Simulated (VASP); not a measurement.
# VASP 6.6.1 run: SrO

INCAR

```
ISIF = 2
LCHARG = .FALSE.
GGA = PE
LWAVE = .FALSE.
LASPH = .TRUE.
SIGMA = 0.02
LMAXMIX = 4
PREC = Accurate
ISMEAR = -1
NSW = 0
LREAL = Auto
NELM = 68
IBRION = -1
ENCUT = 450
EDIFF = 1E-7
NBANDS = 15
```

KPOINTS

```
KPOINTS created by Atomic Simulation Environment
0
Gamma
8 8 8
0 0 0
```

POSCAR

```
Sr O
 1.0000000000000000
    -0.0193491924750000    2.5798923271250001    2.5798923271248126
     2.5798923271250001   -0.0193491924750000    2.5798923271248126
     2.5605431347000001    2.5605431347000001    0.0000000000496251
 Sr  O
   1   1
Cartesian
  0.0000000000000000  0.0000000000000000  0.0000000000000000
  2.5605431346750001  2.5605431346750001  2.5798923271496257
```

The recommended PBE PAW datasets give the neutral cell 16 valence electrons.

Command

```
mpirun -np 1 vasp_std
```

OSZICAR

```
N       E                     dE             d eps       ncg     rms          rms(c)
DAV:   1     0.621372392280E+02    0.62137E+02   -0.77912E+03  2866   0.926E+02
DAV:   2    -0.114728613810E+02   -0.73610E+02   -0.67052E+02  3969   0.206E+02
DAV:   3    -0.142009664728E+02   -0.27281E+01   -0.27147E+01  3700   0.362E+01
DAV:   4    -0.142436826711E+02   -0.42716E-01   -0.42713E-01  3557   0.446E+00
DAV:   5    -0.142445779991E+02   -0.89533E-03   -0.89533E-03  3671   0.484E-01    0.165E+01
DAV:   6    -0.121993959102E+02    0.20452E+01   -0.66110E+00  2913   0.192E+01    0.191E+01
DAV:   7    -0.120595944384E+02    0.13980E+00   -0.29608E-01  3361   0.477E+00    0.111E+01
DAV:   8    -0.120480984531E+02    0.11496E-01   -0.11556E-01  3704   0.337E+00    0.412E-01
DAV:   9    -0.120494594630E+02   -0.13610E-02   -0.59155E-03  3577   0.475E-01    0.229E-01
DAV:  10    -0.120499295626E+02   -0.47010E-03   -0.41009E-04  3144   0.187E-01    0.867E-02
DAV:  11    -0.120500843646E+02   -0.15480E-03   -0.15425E-04  3060   0.902E-02    0.302E-02
DAV:  12    -0.120501031743E+02   -0.18810E-04   -0.28838E-05  3046   0.387E-02    0.233E-02
DAV:  13    -0.120501031999E+02   -0.25551E-07   -0.16297E-06  3179   0.113E-02    0.343E-03
DAV:  14    -0.120501030227E+02    0.17713E-06   -0.14618E-07  3735   0.285E-03    0.211E-03
DAV:  15    -0.120501029930E+02    0.29743E-07   -0.11271E-08  1698   0.105E-03
   1 F= -.12050103E+02 E0= -.12050103E+02  d E =-.914479E-13
```

From OUTCAR

```
k-points           NKPTS =     95   k-points in BZ     NKDIM =     95   number of bands    NBANDS=     15

   NELECT =      16.0000    total number of electrons

   dimension x,y,z NGX =    28 NGY =   28 NGZ =   28
   dimension x,y,z NGXF=    56 NGYF=   56 NGZF=   56

  energy-cutoff  :      450.00
  volume of cell :       34.34
      direct lattice vectors                 reciprocal lattice vectors
    -0.019349192  2.579892327  2.579892327    -0.192363809  0.192363809  0.193806538
     2.579892327 -0.019349192  2.579892327     0.192363809 -0.192363809  0.193806538
     2.560543135  2.560543135  0.000000000     0.195271071  0.195271071 -0.193806538

 k-points in reciprocal lattice and weights: KPOINTS created by Atomic Simulation Env
   0.00000000  0.00000000  0.00000000       0.002
   0.12500000  0.00000000  0.00000000       0.008
   0.25000000  0.00000000  0.00000000       0.008
   0.37500000  0.00000000  0.00000000       0.008
   0.50000000  0.00000000  0.00000000       0.004
   0.12500000  0.12500000  0.00000000       0.004
   0.25000000  0.12500000  0.00000000       0.008
   0.37500000  0.12500000  0.00000000       0.008
   ...

 E-fermi :   2.1199

 k-point     1 :       0.0000    0.0000    0.0000
  band No.  band energies     occupation
      1     -30.8121      2.00000
      2     -13.4603      2.00000
      3     -12.4629      2.00000
      4     -12.4597      2.00000
      5     -12.4558      2.00000
      6       1.5985      2.00000
      7       1.6140      2.00000
      8       1.6308      2.00000
      9       5.5221      0.00000
     10       7.7111      0.00000
     11       7.8013      0.00000
     12       7.8950      0.00000
     13       9.9488      0.00000
     14       9.9492      0.00000
     15      14.2773      0.00000

 k-point     2 :       0.1250    0.0000    0.0000
  band No.  band energies     occupation
      1     -30.7936      2.00000
      2     -13.8327      2.00000
      3     -12.4713      2.00000
      4     -12.4680      2.00000
      5     -12.1350      2.00000
      6       1.1551      2.00000
      7       1.4157      2.00000
      8       1.4430      2.00000
      9       6.2094      0.00000
     10       7.6139      0.00000
     11       8.0671      0.00000
     12       8.1924      0.00000
     13      10.3482      0.00000
     14      10.3492      0.00000
     15      15.2318      0.00000

 k-point     3 :       0.2500    0.0000    0.0000
  band No.  band energies     occupation
      1     -30.7484      2.00000
      2     -14.4001      2.00000
      3     -12.4971      2.00000
      4     -12.4966      2.00000
      5     -11.6771      2.00000
      6       0.3407      2.00000
      7       0.9983      2.00000
      8       1.0366      2.00000
      9       7.5256      0.00000
     10       7.7760      0.00000
     11       8.8622      0.00000
     12       8.9973      0.00000
     13      11.3516      0.00000
     14      11.3518      0.00000
     15      17.1405      0.00000

 ...

  Total        0.3574678      0.3574678      0.3552079      0.1734702      0.0000000      0.0000000
  in kB       16.6777396     16.6777396     16.5723035      8.0932905      0.0000000      0.0000000
  external PRESSURE =      16.6425943 kB  Pullay stress =       0.0000000 kB

 POSITION                                       TOTAL-FORCE (eV/Angst)
 -----------------------------------------------------------------------------------
      0.00000      0.00000      0.00000        -0.000000      0.000000     -0.000000
      2.56054      2.56054      2.57989         0.000000     -0.000000      0.000000
 -----------------------------------------------------------------------------------
    total drift:                                0.000000      0.000000      0.000000

  FREE ENERGIE OF THE ION-ELECTRON SYSTEM (eV)
  ---------------------------------------------------
  free  energy   TOTEN  =       -12.0501029930 eV

  energy  without entropy=      -12.0501029930  energy(sigma->0) =      -12.05010299
```

It converged. Results: gap between bands v and c on the k mesh 3.25 eV; least direct gap on the k mesh 3.35 eV; pressure 1.7 GPa. Band v is the last that the valence electrons fill when counted band by band, and c is the next.

For comparison, a separate PBE run of the intended cell, on usual settings and not on those above, gives a gap of 3.25 eV on its mesh and a pressure of 2.4 GPa.

The run above took about 96 s on one core of a shared host (Intel Xeon Platinum 8488C) and held 0.16 GiB at most.
